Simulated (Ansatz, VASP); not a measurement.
# B in VASP and in Ansatz

```xyz
1
Lattice="1.6514 0.0000 0.0000 -0.8257 1.4301 0.0000 0.0000 0.0000 3.5264" Properties=species:S:1:pos:R:3 pbc="T T T"
B     0.0000    0.0000    0.0000
```

Change from the starting cell: strain -0.030 along x and y, -0.030 along z, atoms carried along.

Alike in both runs: task single point; functional PBEsol; k mesh 33 × 33 × 14; occupations gaussian, width 0.15 eV; no spin polarisation.

|  | VASP | Ansatz |
| --- | --- | --- |
| version | VASP 6.6.1 | Ansatz 0.2.0 |
| potentials or method | VASP PAW PBE potentials, release 64 (B) | scalar-relativistic, plane waves, PAW |
| plane-wave cutoff (eV) | 520 | 420 |
| valence electrons in the cell | 3 | 3 |

|  | VASP | Ansatz | Ansatz less VASP |
| --- | --- | --- | --- |
| gap on the k mesh at the Fermi level (eV) | none | none | - |
| pressure (GPa) | 22.1 | 21.9 | -0.28 |
| largest component of the traceless stress (GPa) | 22.37 | 21.99 | -0.388 |

A gap of «none» marks a metal or a gap that the smearing closes. The functional is the same, so the differences come from potentials, cutoffs and numerics.

Caveats: so large a pressure means that the cell lies far from this level's equilibrium, or that cutoff or potentials fall short (VASP); the potentials were made for another functional, which shifts forces and pressure (VASP).
